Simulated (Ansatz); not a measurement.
Wires are cut from relaxed bulk InP (Fm-3m, not its usual structure, 20.34 Å³/atom, gap on the mesh 0.00 eV); atoms and period are relaxed, and energies count from that bulk.

All numbers below come from DFT PBEsol, scalar-relativistic, plane waves, PAW (Ansatz).

Settings: cutoff 420 eV, Γ-centred mesh 1×1×6 on the computed 18-atom cell, Gaussian smearing of 0.05 eV; no spin polarisation.

Start ([111] wire, 18 host atoms a period):

```xyz
18
Lattice="14.6000 0.0000 0.0000 0.0000 13.2000 0.0000 0.0000 0.0000 9.4555" Properties=species:S:1:pos:R:3 pbc="T T T"
In    8.9715    6.6000    0.0000
In    4.5141    6.6000    6.3037
P     6.7428    6.6000    7.8796
In    6.7428    6.6000    3.1518
P     4.5141    6.6000    1.5759
P     8.9715    6.6000    4.7277
In    5.6285    4.6699    0.0000
In   10.0859    4.6699    3.1518
In    7.8572    8.5301    6.3037
P     7.8572    4.6699    1.5759
P     5.6285    8.5301    4.7277
P    10.0859    8.5301    7.8796
In    5.6285    8.5301    0.0000
In   10.0859    8.5301    3.1518
In    7.8572    4.6699    6.3037
P     7.8572    8.5301    1.5759
P     5.6285    4.6699    4.7277
P    10.0859    4.6699    7.8796
```

Q: What does the relaxation give?

A: The free energy falls by 410 meV/atom.

- excess energy (eV per host atom): 0.424
- line energy (eV/Å): 0.916
- period (Å): 8.327
- gap on the mesh (eV): 0.24

Relaxed structure:
```
CELL_PARAMETERS angstrom
14.60000 0.00000 0.00000
0.00000 13.20000 0.00000
0.00000 0.00000 8.32734
ATOMIC_POSITIONS crystal
In 0.67995 0.50000 0.85714
In 0.35119 0.50000 0.48436
P 0.39176 0.50000 0.81187
In 0.54193 0.50000 0.29698
P 0.26435 0.50000 0.21055
P 0.64931 0.50000 0.54284
In 0.38626 0.38384 0.09066
In 0.64098 0.28250 0.41245
In 0.51854 0.62236 0.69129
P 0.55492 0.33042 0.12108
P 0.43721 0.66800 0.43378
P 0.63734 0.68133 0.89888
In 0.38626 0.61616 0.09066
In 0.64098 0.71750 0.41245
In 0.51854 0.37764 0.69129
P 0.55492 0.66958 0.12108
P 0.43721 0.33200 0.43378
P 0.63734 0.31867 0.89888
```

Each run keeps its start's symmetry and one magnetic start, so lower states can exist.

Time: 16 min on 4 threads of Intel(R) Xeon(R) Platinum 8375C CPU @ 2.90GHz (Ice Lake), with other jobs on the host, peak memory 3 GiB.